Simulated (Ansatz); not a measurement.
**CuO: pressure against volume**

CuO, Cccm, a = 4.085 Å, b = 4.101 Å, c = 5.092 Å. This isn't the usual stable structure of the compound. Ansatz: PBEsol, PAW, 420 eV, Γ-centred 16×16×8 mesh on 4 atoms, Gaussian smearing 0.10 eV; no spin polarisation. Shape and atoms are relaxed at each volume; pressure is positive in compression.

| V (Å³/atom) | P (GPa) |
| --- | --- |
| 10.023 | 10.76 |
| 10.343 | 5.02 |
| 10.662 | 0.01 |
| 10.982 | -4.30 |
| 11.302 | -7.99 |
| 11.729 | ? |

Q: Take V0 = 10.662 Å³/atom, count pressures from its P0 = 0.01 GPa, fit the third-order Birch–Murnaghan form to the other rows, and predict the missing pressure.

A: With the Eulerian strain f = ½[(V0/V)^(2/3) − 1] and y = (P − P0)/[3f(1 + 2f)^(5/2)], the form is the line y = B0 + 1.5 B0 (B0′ − 4) f. Rows (f, y): 0.02103, 153.7; 0.01023, 155.2; -0.00976, 154.6; -0.01906, 154.2. Means f = 0.0006100, y = 154.43; Σ(Δf)² = 0.001004, ΣΔfΔy = -0.004738; the slope is their ratio. y = 154.4 − 4.719 f GPa, so B0 = 154.4 GPa and B0′ = 4 + 2 × (-4.719)/(3 × 154.4) = 3.98. At V = 11.729, f = -0.03080, y = 154.55 and P = -12.17 GPa. The run gave -12.12 GPa, so the fit is 0.05 GPa too low, within twice the rms miss on the fitted rows (0.03 GPa). The form still works here, 33 % of the fitted range beyond its end.

Spin polarisation was left out, and a magnetic state may lie lower.

Cost: 6 runs of about 13 core-minutes in all, on Intel Xeon 6975P-C (Granite Rapids) (shared hosts).